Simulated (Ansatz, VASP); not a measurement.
This is a calculation of Ba for VASP 6.6.1.

File INCAR:

```
  ALGO = Fast
  EDIFF = 1E-6
  ENCUT = 520
  GGA = PE
  ISIF = 2
  ISMEAR = -5
  LASPH = T
  LCHARG = T
  LELF = T
  LREAL = F
  LVHAR = T
  LWAVE = F
  NBANDS = 11
  NELM = 60
  PREC = Accurate
  SIGMA = 0.05
```

The input KPOINTS:

```
k-points
0
Gamma
  8 8 8
```

The input POSCAR:

```
Ba
1.0
    4.4265321699      0.0000000000      0.0000000000
   -1.4755107230      4.1733745528      0.0000000000
   -1.4755107230     -2.0866872757      3.6142483827
Ba
1
Direct
    0.0000000000      0.0000000000      0.0000000000
```

Potentials or basis: VASP PAW PBE potentials, release 64 (Ba_sv).

Run with:

```bash
$ cat potpaw_PBE.64/Ba_sv/POTCAR > POTCAR
$ mpirun -np 1 vasp_std > vasp.out
```

**Question.** Set up the same calculation for Ansatz 0.2.0. Potentials there: all-electron LAPW, scalar-relativistic.

**Answer.** As run (the cutoff follows the program's own potentials):

Contents of input.yaml:

```yaml
crystal:
  lattice:
    - [4.4265321699, 0.0, 0.0]
    - [-1.475510723, 4.1733745528, 0.0]
    - [-1.475510723, -2.0866872757, 3.6142483827]
  atoms:
    - { symbol: Ba, position: [0.0, 0.0, 0.0] }
kpoints:
  mp_grid: { grid: [8, 8, 8] }
scf:
  occupations: { method: tetrahedron }
hamiltonian:
  xc: pbe
  pseudopotentials: { kind: all_electron, lapw: { basis_error: 0.001 } }
output:
  forces: true
  stress: true
  eigenvalues: true
```

Potentials or basis: all-electron LAPW, scalar-relativistic.

The run is started by

```bash
$ ansatz run input.yaml --threads 1 --pin off --max-ram 3072MiB --backend cpu --events-out ev --progress --plain --runs-dir out
```

Both were run:

|  | VASP | Ansatz | Ansatz less VASP |
| --- | --- | --- | --- |
| gap on the k mesh at the Fermi level (eV) | none | none | - |
| pressure (GPa) | -0.3 | -0.4 | -0.05 |

A gap of «none» marks a metal or a gap that the smearing closes. Ansatz ran all-electron here, so the differences hold the error of VASP's frozen core and of both bases.

Caveats: tetrahedron occupations give inexact forces and stress in metals (VASP); with tetrahedron occupations forces and stress needn't match the slope of the energy (Ansatz). Spin-orbit coupling is left out, which matters for the levels of Ba.
